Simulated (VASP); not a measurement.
A run of VASP 6.6.1:

The input INCAR:

```
  PREC = Accurate
  ENCUT = 520
  EDIFF = 1E-6
  ISMEAR = -1
  SIGMA = 0.1
  LREAL = F
  LASPH = T
  NELM = 100
  ALGO = Normal
  ISIF = 2
  LWAVE = F
  LCHARG = F
  NBANDS = 20
```

The input KPOINTS:

```
regular mesh
0
Gamma
  8 8 2
```

The input POSCAR:

```
Te2Mo
1.0
    3.6224330203      0.0000000000      0.0000000000
   -1.8112160014      3.1371187938      0.0000000000
    0.0000000000      0.0000000000     17.8302168283
Te Mo
2 1
Direct
    0.3333333333      0.6666666667      0.8978550000
    0.3333333333      0.6666666667      0.1021450000
    0.0000000000      0.0000000000      0.0000000000
```

Potentials or basis: VASP PAW LDA potentials, release 64 (Te, Mo_sv).

Run with:

```console
$ cat potpaw_LDA.64/Te/POTCAR potpaw_LDA.64/Mo_sv/POTCAR > POTCAR
$ mpirun -np 1 vasp_std > vasp.out
```

Hardware: 1 thread of Intel(R) Xeon(R) Platinum 8488C (Sapphire Rapids), with other jobs on the host.

Problem. How long does it take, and how much memory?

Solution. It took 72 s on 1 thread of Intel(R) Xeon(R) Platinum 8488C (Sapphire Rapids), with other jobs on the host, peak memory 0.28 GiB. Counts: scf iterations 21, k points 20.
